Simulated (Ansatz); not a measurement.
Crystal: Gd.

```
Gd
1.0
     3.63600    0.00000    0.00000
    -1.81800    3.14887    0.00000
     0.00000    0.00000    5.78260
Gd
2
Direct
  0.66667 0.33333 0.75000
  0.33333 0.66667 0.25000
```

| Quantity | Value |
| --- | --- |
| Program | Ansatz 0.2.0 |
| Task | relaxation of cell and atoms |
| Functional | RPBE |
| Potentials or basis | Ansatz PAW |
| Cutoff | 420 eV (not typed: the program's choice for these potentials) |
| k mesh | 8 × 8 × 5 |
| Occupations | fermi-dirac, width 0.05 eV |
| Spin | collinear spin, ferromagnetic start |
| Starting moments | [7.0, 7.0] μB |

At the start: volume 33.10 Å³/atom.

**Question.** How do energy, volume and symmetry change on relaxing?

**Answer.** It ends after 6 steps and the volume is 35.45 Å³/atom (+7.1 %); space group P6_3/mmc (No. 194, to 0.05 Å); moment 15.34 μB per cell.

The path:
| step | energy change (eV) | largest force (eV/Å) | volume (Å³) |
| --- | --- | --- | --- |
| 1 | 0.0000 | 0.0000 | 66.21 |
| 2 | -0.0313 | 0.0000 | 70.24 |
| 3 | -0.0317 | 0.0000 | 70.79 |
| 4 | -0.0329 | 0.0000 | 70.79 |
| 5 | -0.0329 | 0.0000 | 70.90 |
| 6 | -0.0329 | 0.0000 | 70.90 |

Final structure:
```
CELL_PARAMETERS angstrom
3.70952 0.00000 0.00000
-1.85476 3.21254 0.00000
0.00000 0.00000 5.94951
ATOMIC_POSITIONS crystal
Gd 0.66667 0.33333 0.75000
Gd 0.33333 0.66667 0.25000
```

Caveat: the plane-wave basis is chosen anew once the cell has moved, so the energies of steps on either side of that aren't comparable; the PAW data sets come from PBE, with cores solved anew for the run's functional, which leaves a small shift of forces and pressure.
